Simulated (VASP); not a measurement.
Write the native input for VASP 6.6.1 that does the following.

```
Task                   : relaxation of cell and atoms
Functional             : rev-vdW-DF2
Potentials or basis    : VASP PAW PBE potentials, release 64 (Pt)
Cutoff                 : 600 eV
k mesh                 : 16 × 16 × 16
Occupations            : methfessel-paxton, width 0.1 eV
Spin                   : no spin polarisation
Further INCAR settings : ALGO = Normal; EDIFF = 1e-06; IBRION = 2; EDIFFG = -0.01; NSW = 90; ISIF = 3
```

The structure of Pt lies in POSCAR:

```
Pt
1.0
    0.0000000000      1.9609000000      1.9609000000
    1.9609000000      0.0000000000      1.9609000000
    1.9609000000      1.9609000000      0.0000000000
Pt
1
Direct
    0.0000000000      0.0000000000      0.0000000000
```

The input as run:

INCAR

```
AGGAC = 0.0
ALGO = Normal
EDIFF = 1E-6
EDIFFG = -0.01
ENCUT = 600
GGA = MK
IBRION = 2
ISIF = 3
ISMEAR = 1
LASPH = T
LCHARG = F
LREAL = F
LUSE_VDW = T
LWAVE = F
NELM = 80
NSW = 90
PARAM1 = 0.1234
PARAM2 = 0.711357
PREC = Accurate
SIGMA = 0.1
ZAB_VDW = -1.8867
```

KPOINTS

```
k-points
0
Gamma
  16 16 16
```

Potentials or basis: VASP PAW PBE potentials, release 64 (Pt).

Launch:

```console
$ cat potpaw_PBE.64/Pt/POTCAR > POTCAR
$ mpirun -np 1 vasp_std > vasp.out
```

Results of the run:

* Relaxed volume: 15.40 Å³/atom
* Relaxed cell: a = 2.793 Å, b = 2.793 Å, c = 2.793 Å, α = 60.00°, β = 60.00°, γ = 60.00°
* Space group after relaxing (to 0.05 Å): Fm-3m (No. 225)
* Energy gained by relaxing: 5.7 meV/atom
* Ionic steps: 4
* Pressure after relaxing: 0.0 GPa
* Band gap on the k mesh: none (metal or under the smearing width)

Caveat: the PAW data sets were made with another functional, which shifts forces and pressure a little.

Run time: 92 s on 1 thread of Intel(R) Xeon(R) Platinum 8259CL CPU @ 2.50GHz (Skylake/Cascade Lake) (shared host), peak memory 0.28 GiB.
